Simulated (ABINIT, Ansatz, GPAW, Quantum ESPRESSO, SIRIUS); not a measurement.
**One calculation of Ag, 6 ways**

```xyz
1
Lattice="-1.6557 1.6557 1.6557 1.6557 -1.6557 1.6557 1.6557 1.6557 -1.6557" Properties=species:S:1:pos:R:3 pbc="T T T"
Ag    0.0000    0.0000    0.0000
```

This isn't the form of Ag at room conditions, which is fcc.

Alike in all runs: task single point; functional PBEsol; k mesh 11 × 11 × 11; occupations fermi-dirac, width 0.05 eV; no spin polarisation; no spin-orbit coupling. Pressure is positive in compression and, in plane waves, holds the error of the finite cutoff, which Ansatz's Pulay term estimates and takes out.

```csv
program and potentials,plane-wave cutoff (eV),notes,pressure (GPa)
"Ansatz, Ansatz PAW",420,"potentials made for PBE, which Ansatz adapts in part; 19 valence electrons an atom on average; Pulay term of +0.04 GPa included",-7.28
"Ansatz, all-electron LAPW, scalar-relativistic",-,-,-7.29
"ABINIT, PseudoDojo NC SR PBEsol v0.4.1 standard",1116,19 valence electrons an atom on average,-7.48
"GPAW, PAW data sets generated for this functional",600,17 valence electrons an atom on average,-7.26
"Quantum ESPRESSO, GBRV 1.5 PBEsol",762,19 valence electrons an atom on average,-7.62
"SIRIUS, PseudoDojo 0.4.1 PBEsol standard (scalar relativistic)",1127,19 valence electrons an atom on average,?
```

Q: Estimate from the other rows what the run with SIRIUS, PseudoDojo 0.4.1 PBEsol standard (scalar relativistic) gave.

A: Pressure -7.43 GPa. The other rows, which needn't bracket it: pressure -7.62 to -7.26.
